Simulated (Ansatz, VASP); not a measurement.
**P: VASP beside Ansatz**

Contents of INCAR:

```
PREC = Accurate
ENCUT = 520
EDIFF = 1E-6
ISMEAR = 0
SIGMA = 0.05
LREAL = F
LASPH = T
NELM = 60
ALGO = Normal
ISIF = 2
LWAVE = F
LCHARG = F
GGA = PS
NBANDS = 18
```

File KPOINTS:

```
regular mesh
0
Gamma
  8 1 6
```

POSCAR

```
P
1.0
    3.2837277200      0.0000000000      0.0000000000
    0.0000000000     34.8570309900      0.0000000000
    0.0000000000      0.0000000000      4.8173680984
P
4
Direct
    0.0000000000      0.9702614300      0.5921507200
    0.0000000000      0.0297385700      0.4078492800
    0.5000000000      0.0297385700      0.0921507200
    0.5000000000      0.9702614300      0.9078492800
```

Input for Ansatz:

```yaml
crystal:
  lattice:
    - [3.28372772, 0.0, 0.0]
    - [0.0, 34.85703099, 0.0]
    - [0.0, 0.0, 4.8173680984]
  atoms:
    - { symbol: P, position: [0.0, 0.97026143, 0.59215072] }
    - { symbol: P, position: [0.0, 0.02973857, 0.40784928] }
    - { symbol: P, position: [0.5, 0.02973857, 0.09215072] }
    - { symbol: P, position: [0.5, 0.97026143, 0.90784928] }
basis:
  ecutwfc: 420
kpoints:
  mp_grid: { grid: [8, 1, 6] }
hamiltonian:
  xc: pbesol
scf:
  occupations: { method: gaussian, width: 0.05 }
output:
  forces: true
  stress: true
  eigenvalues: true
```

Change from the starting cell: strain +0.0400 x Voigt [0, 0, 1, 0, 0, 0], atoms carried along.

Alike in both runs: task single point; functional PBEsol; k mesh 8 × 1 × 6; occupations gaussian, width 0.05 eV; no spin polarisation.

|  | VASP | Ansatz |
| --- | --- | --- |
| version | VASP 6.6.1 | Ansatz 0.2.0 |
| potentials or method | VASP PAW PBE potentials, release 64 (P) | scalar-relativistic, plane waves, PAW |
| plane-wave cutoff (eV) | 520 | 420 |
| valence electrons in the cell | 20 | 20 |

Ansatz gave:

| Item | Value |
| --- | --- |
| gap on the k mesh at the Fermi level (eV) | 1.11 |
| least direct gap on the mesh (eV) | 1.11 |
| rms of the force components (eV/Å) | 0.184 |

Task: Estimate VASP's values.

Result: gap on the k mesh at the Fermi level (eV): 1.13; least direct gap on the mesh (eV): 1.13; rms of the force components (eV/Å): 0.191.

Atom by atom the forces differ by 0.011 eV/Å (rms over components).

Caveats: the PAW data sets were made with another functional, which shifts forces and pressure a little (VASP).
